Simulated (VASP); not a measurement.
P: single point with PBE+D3(BJ)

Slab: P, a slab with vacuum.

```
CELL_PARAMETERS angstrom
3.32283 0.00000 0.00000
0.00000 4.16484 0.00000
0.00000 0.00000 22.26611
ATOMIC_POSITIONS crystal
P 0.00000 0.57306 0.33725
P 0.50000 0.92694 0.33725
P 0.50000 0.07209 0.43446
P 0.00000 0.42791 0.43446
P 0.50000 0.57209 0.56554
P 0.00000 0.92791 0.56554
P 0.00000 0.07306 0.66275
P 0.50000 0.42694 0.66275
```

The slab is cut from a database's or a generator's crystal, which needn't be the stable form of the element.

The cell isn't the ideal one: (0 1 0) slab, atoms relaxed.

* Program: VASP 6.6.1
* Task: single point
* Functional: PBE
* Dispersion: D3(BJ)
* Potentials or basis: VASP PAW PBE potentials, release 64 (P)
* Cutoff: 520 eV
* k mesh: 10 × 8 × 1
* Occupations: gaussian, width 0.1 eV
* Spin: no spin polarisation

```json
{"Largest force": "0.064 eV/Å", "Band gap on the k mesh": "0.07 eV, direct", "Dispersion energy per atom": "-0.327 eV"}
```

Forces on the atoms (eV/Å):
```
P    0.000  0.031  0.038
P    0.000 -0.031  0.038
P    0.000  0.050 -0.040
P    0.000 -0.050 -0.040
P    0.000  0.050  0.040
P    0.000 -0.050  0.040
P    0.000  0.031 -0.038
P    0.000 -0.031 -0.038
```

Levels at points of the mesh, in eV from the valence-band top:
| k point | band 18 | band 19 | band 20 | band 21 | band 22 | band 23 |
| --- | --- | --- | --- | --- | --- | --- |
| (0.00, 0.00, 0.00) | -2.25 | -0.81 | -0.04 | 0.15 | 0.74 | 0.93 |
| (0.50, 0.00, 0.00) | -2.72 | -2.33 | -2.33 | 0.88 | 0.88 | 1.03 |
| (0.00, 0.50, 0.00) | -1.15 | -0.90 | -0.90 | 1.51 | 1.51 | 1.60 |
| (0.50, 0.50, 0.00) | -2.16 | -2.16 | -2.16 | 2.00 | 2.00 | 2.00 |

Run time: 7.7 min on 1 thread of Intel(R) Xeon(R) Platinum 8488C (Sapphire Rapids) (shared host), peak memory 0.45 GiB.
